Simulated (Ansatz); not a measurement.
## Zone-centre phonons of NbN at -1 GPa: input and output

All numbers below come from Ansatz, DFT PBEsol, scalar-relativistic, plane waves, PAW.

Launched with:
```bash
ansatz run input.yaml --threads 1 --pin off --max-ram 3072MiB --backend cpu --events-out ev --progress --plain --runs-dir out
```

Input (bare energies are in eV):
```yaml
crystal:
  lattice:
    - [0.0, 2.1930873166, 2.1930873166]
    - [2.1930873166, 0.0, 2.1930873166]
    - [2.1930873166, 2.1930873166, 0.0]
  atoms:
    - { symbol: Nb, position: [0.5, 0.5, 0.5] }
    - { symbol: "N", position: [0.0, 0.0, 0.0] }
basis:
  ecutwfc: 420
kpoints:
  mp_grid: { grid: [16, 16, 16] }
hamiltonian:
  xc: pbesol
scf:
  occupations: { method: fermi_dirac, width: 0.15 }
output:
  eigenvalues: true
phonons:
  method: dfpt
  eigenvectors: true
```

Results section of the output:
```
--- Phonons (Γ-DFPT): 2 representative perturbations + reference, on 349 of 4096 k-points (Σ response iterations 6) ---
  k mesh reduced under 8 symmetry operations, with k and −k counted as one. Each operation leaves every solved perturbation unchanged. A smaller set is not used because it would not reduce the number of displacements ...
  ASR residual: 2.098e-3 → 0.000e0 eV/Å²; symmetrization residual: 1.317e-6 eV/Å²
  ASR residual per site (eV/Å²): 2.10e-3 2.58e-4
  Γ frequencies (cm⁻¹): 0.00 0.00 0.00 402.25 402.25 402.25
  non-analytic LO–TO correction: not included (Born effective charges unavailable; polar crystals: no LO–TO splitting at Γ)
```

It took 24 s on 1 thread of Intel(R) Xeon(R) Platinum 8488C (Sapphire Rapids) (shared host), peak memory 0.66 GiB.

In a metal, frequencies and elastic constants depend on the k mesh and the smearing, soft modes and shear constants most.